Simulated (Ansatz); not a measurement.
# Phases of Si at 460 GPa

Structure types of Si are relaxed in primitive cells with their symmetry kept at 460 GPa, on PAW files; LAPW relaxes the small cells further and takes the PAW cell for the others (marked *). The enthalpy is E + pV at zero temperature, without zero-point motion. Only the types listed were tried, and differences under about 5 meV/atom are mesh noise. Not among the end structures: diamond, which may lie lower.

Level of theory: DFT with PBE, scalar-relativistic, in Ansatz 0.2.0; Fermi–Dirac smearing of 0.08 eV, no spin polarisation. LAPW: all electrons, basis error target 0.5 meV/atom; PAW: frozen-core files, cutoff 420 eV.

k meshes: fcc 22×22×22, bcc 22×22×22, hcp 20×20×11, simple hexagonal 21×21×20, graphite 14×14×5, beta tin 21×21×21.

```json
{"start type": "fcc", "ends as": "fcc, Fm-3m", "a, b, c (Å)": "2.917, 2.917, 2.917", "V (Å³/atom)": "6.20", "H − H(lowest), LAPW (meV/atom)": "0.0"}
{"start type": "bcc", "ends as": "bcc, Im-3m", "a, b, c (Å)": "2.321, 2.321, 2.321", "V (Å³/atom)": "6.25", "H − H(lowest), LAPW (meV/atom)": "488.8"}
{"start type": "hcp", "ends as": "hcp, P6_3/mmc", "a, b, c (Å)": "2.060, 2.060, 3.401", "V (Å³/atom)": "6.25", "H − H(lowest), LAPW (meV/atom)": "?"}
{"start type": "simple hexagonal", "ends as": "simple hexagonal, P6/mmm", "a, b, c (Å)": "1.996, 1.996, 1.942", "V (Å³/atom)": "6.70", "H − H(lowest), LAPW (meV/atom)": "1877.9"}
{"start type": "graphite*", "ends as": "distorted graphite, P6_3/mmc", "a, b, c (Å)": "3.141, 3.141, 3.375", "V (Å³/atom)": "7.21", "H − H(lowest), LAPW (meV/atom)": "?"}
{"start type": "beta tin", "ends as": "beta tin, I4_1/amd", "a, b, c (Å)": "3.709, 3.709, 1.962", "V (Å³/atom)": "6.75", "H − H(lowest), LAPW (meV/atom)": "2155.4"}
```

Q: Give the missing entry: row "hcp", column "H − H(lowest), LAPW (meV/atom)".

A: 215.5.

Q: What belongs in the row "graphite*", column "H − H(lowest), LAPW (meV/atom)"?

A: 5023.4.

Q: Split the lead of fcc over hcp into energy and pV.

A: For hcp less fcc: ΔE = +81.2 meV/atom, and p·ΔV = 460 GPa × +0.0468 Å³ × 6.242 meV/(GPa·Å³) = +134.3 meV/atom, together 215.5 meV/atom. fcc wins on both counts.
